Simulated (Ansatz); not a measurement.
Method: DFT PBE, scalar-relativistic, plane waves, PAW (Ansatz 0.2.0). Settings: cutoff 420 eV, Γ-centred meshes spaced at most about 0.3 Å⁻¹, and about 0.25 Å⁻¹ or finer for metals (2π included), Gaussian smearing. No spin polarisation.

These are static total energies at zero pressure.

Two forms of SnH5 were relaxed alike.

1.

```
Sn H
1.0
     3.60351    0.00000    0.00000
    -1.80176    3.12073    0.00000
     0.00000    0.00000   11.69948
Sn H
1 5
Direct
  0.66667 0.33333 0.00000
  0.00000 0.00000 0.00000
  0.00000 0.00000 0.32284
  0.00000 0.00000 0.67715
  0.00000 0.00000 0.61299
  0.00000 0.00000 0.38701
```

2.

```
Sn H
1.0
     3.16995    0.00000    0.00000
     0.00000    3.16995    0.00000
     0.00000    0.00000    5.55043
Sn H
1 5
Direct
  0.50000 0.50000 0.00000
  0.50000 0.50000 0.43067
  0.50000 0.50000 0.56933
  0.00000 0.00000 0.32445
  0.00000 0.00000 0.67555
  0.00000 0.00000 0.50000
```

Question: Which form is favoured at zero pressure, and by what margin per atom?

Answer: Cell 1 is lower, by 120 meV/atom. Cell 1 has space group P-6m2 (No. 187), 21.9 Å³/atom and no gap on its mesh; cell 2 has space group P4/mmm (No. 123), 9.3 Å³/atom and no gap. Counting H atoms around Sn (those within 1.25 times the shortest such distance or 1.15 times the sum of covalent radii; a plus sign parts nearer from farther groups), cell 1 has Sn 3 and cell 2 has Sn 2+8. Cell 1 and cell 2 both hold H–H pairs as short as in free H₂ molecules. Even the lower one lies +0.27 eV/atom against the reference forms of the elements (uncorrected), so neither is stable at this level. In cell 1, Sn has 3 H at 2.08 Å; H on a site of symmetry -6m2 is surrounded by 3 Sn at 2.08 Å; H on a site of symmetry 3m has 1 H at 0.75 Å; 1 more site not described. In cell 2, Sn is surrounded by 2 H at 2.39 Å and 8 H at 2.88 Å; around H on a site of symmetry 4mm lie 1 H at 0.77 Å, 8 H at 2.27–2.32 Å and 1 Sn at 2.39 Å; H on a second site of symmetry 4mm has 1 H at 0.97 Å; 1 more site not described. Both come from invented guesses.

Weakly bound directions are ill-defined at this level, which has no dispersion term (P-6m2, P4/mmm), and this can change margins and order among such cells. With hydrogen, zero-point motion can shift such differences by 10 meV/atom or more. Cells relaxed within their symmetry can be saddle points.
